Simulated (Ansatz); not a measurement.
Runs of Ansatz 0.2.0 on MgO. Symmetry: Fm-3m, No. 225, cubic system. Conventional cell: a = 4.194 Å, b = 4.194 Å, c = 4.194 Å, α = 90.00°, β = 90.00°, γ = 90.00°. Around Mg (site symmetry m-3m) lie 6 O at 2.10 Å. O (site symmetry m-3m) has 6 Mg at 2.10 Å as nearest neighbours. The cell is a database's computed one.

```csv
task,level,k mesh,cutoff (eV),smearing,points for each segment of the path,q mesh,mesh quality,gap on the mesh (eV),pressure (GPa)
band structure,r2SCANh,6 × 6 × 6,500,fermi-dirac 0.05 eV,4,-,coarse,6.63,(a)
band structure,r2SCAN0,6 × 6 × 6,500,fermi-dirac 0.05 eV,4,-,coarse,7.96,-2.3
phonons,PBE,8 × 8 × 8,420,fixed,8,2 × 2 × 2,not flagged,4.87,-
Born charges and dielectric tensor,LDA,11 × 11 × 11,420,fixed,-,-,not flagged,(b),-
Born charges and dielectric tensor,PBE,11 × 11 × 11,420,fixed,-,-,not flagged,4.87,-
```

Alike in all rows: potentials or basis Ansatz PAW; no spin polarisation; cell as given.

Task: Fill in the values left out.

Result: (a) -0.2; (b) 4.78.

Caveats: some runs use coarse meshes; the PAW data sets come from PBE, with cores solved anew for the run's functional, which leaves a small shift of forces and pressure (some runs); the thresholds are loose for stress (some runs); odd divisions of the mesh miss points on the zone boundary, where band edges often lie, so the gap on the mesh can be too wide (some runs).

